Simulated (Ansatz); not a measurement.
LaAlO3 (cubic perovskite)

```xyz
5
Lattice="3.7716 0.0000 0.0000 0.0000 3.7716 0.0000 0.0000 0.0000 3.7716" Properties=species:S:1:pos:R:3 pbc="T T T"
La     1.8858     1.8858     1.8858
Al     0.0000     0.0000     0.0000
O      0.0000     1.8858     0.0000
O      1.8858     0.0000     0.0000
O      0.0000     0.0000     1.8858
```

In this cell atom 3 (O, nearest neighbour Al at 1.886 Å; its periodic images, 3.8 Å or more away, move with it) is moved by u·(0.707, 0.707, 0.000) + v·(0.000, 0.000, 1.000); the rest is frozen.

Computed with PBEsol (plane waves to 420 eV, PAW, scalar-relativistic; Ansatz, a quantum-chemistry and plane-wave program). k mesh 7×7×7 (Γ-centred), Fermi-Dirac smearing 0.05 eV. E stands for the smeared free energy. Points where atoms come too close for the PAW data are left out (x in tables, blank in figures). LaAlO3 is run without spin polarisation. LaAlO3 was relaxed with its symmetry unable to fall. This is a high-temperature form of LaAlO3. ΔE is measured from the undisplaced structure. Axes are in Å.

**Question.** Give the computed ΔE (eV/cell) at all points of the grid u = -0.620, -0.310, 0.000, 0.310, 0.620 by v = -0.620, -0.310, 0.000, 0.310, 0.620.

**Answer.** ΔE (eV/cell), with u across and v down:

```
v \ u   -0.620  -0.310  0.000  0.310  0.620
------  ------  ------  -----  -----  -----
-0.620       x   1.941  1.260  1.941      x
-0.310   3.131   0.936  0.277  0.936  3.131
0.000    2.976   0.672  0.000  0.672  2.976
0.310    3.131   0.936  0.277  0.936  3.131
0.620        x   1.941  1.260  1.941      x
```

(For displaced atoms, the force is minus the slope of the energy, and its curvature is a force constant, which sets phonon frequencies.)
